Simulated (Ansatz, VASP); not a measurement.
# One calculation of KBr, two programs

```
K Br
1.0
     4.04350    0.00000    0.00000
     0.00000    4.04350    0.00000
     0.00000    0.00000    4.04350
K Br
1 1
Direct
  0.00000 0.00000 0.00000
  0.50000 0.50000 0.50000
```

Measurements of this composition are mostly on another form, of space group No. 225.

Alike in both runs: task single point; functional LDA; k mesh 4 × 4 × 4; occupations gaussian, width 0.1 eV; no spin polarisation.

|  | VASP | Ansatz |
| --- | --- | --- |
| version | VASP 6.6.1 | Ansatz 0.2.0 |
| potentials or method | VASP PAW LDA potentials, release 64 (K_sv, Br) | scalar-relativistic, plane waves, PAW |
| plane-wave cutoff (eV) | 520 | 420 |
| valence electrons in the cell | 16 | 16 |

```tsv
	VASP	Ansatz	Ansatz less VASP
gap on the k mesh at the Fermi level (eV)	3.48	3.47	-0.009
least direct gap on the mesh (eV)	3.75	3.74	-0.009
pressure (GPa)	-2.6	-2.6	+0.02
```

A k mesh can miss the band edges. Expect the measured gap to be larger: semilocal functionals such as LDA lack the derivative discontinuity.
